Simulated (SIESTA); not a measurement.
Runs of SIESTA 5.4.2 on Nb. Symmetry: Im-3m, No. 229, cubic system. The conventional cell has a = 3.328 Å, b = 3.328 Å, c = 3.328 Å, α = 90.00°, β = 90.00°, γ = 90.00°. Around Nb (site symmetry m-3m) lie 8 Nb at 2.88 Å. 

```csv
level,gap on the mesh (eV),pressure (GPa),relaxed volume (Å³/atom)
vdW-DF,none,0.0,18.83
vdW-DF-C09,none,0.0,17.73
vdW-DF-cx,none,0.1,(b)
optB88-vdW,none,0.0,(a)
vdW-DF2,none,0.1,19.39
PBE,none,-0.2,18.34
VV10,none,0.0,18.60
```

Alike in all rows: task relaxation of cell and atoms; potentials or basis PseudoDojo 0.4 standard (PBE files), DZP (energy shift 0.003 Ry; two zetas on semicore shells); no spin polarisation; cell relaxed; k mesh 8 × 8 × 8; smearing fermi-dirac 0.05 eV; grid cutoff 800 Ry; energy shift 0.003 Ry.

Q: Fill in the values left out.

A: (a) 18.23; (b) 17.77.

Caveats: the basis of atomic orbitals isn't converged, which shifts pressures, moduli and gaps; the potentials were made for another functional, which shifts forces and pressure (some runs); the non-local part is tabulated coarsely and may be off by about a percent (some runs).

A k mesh can miss the band edges, and the runs leave out spin-orbit coupling on Nb.

A gap of «none» marks a metal or a gap under the smearing width.
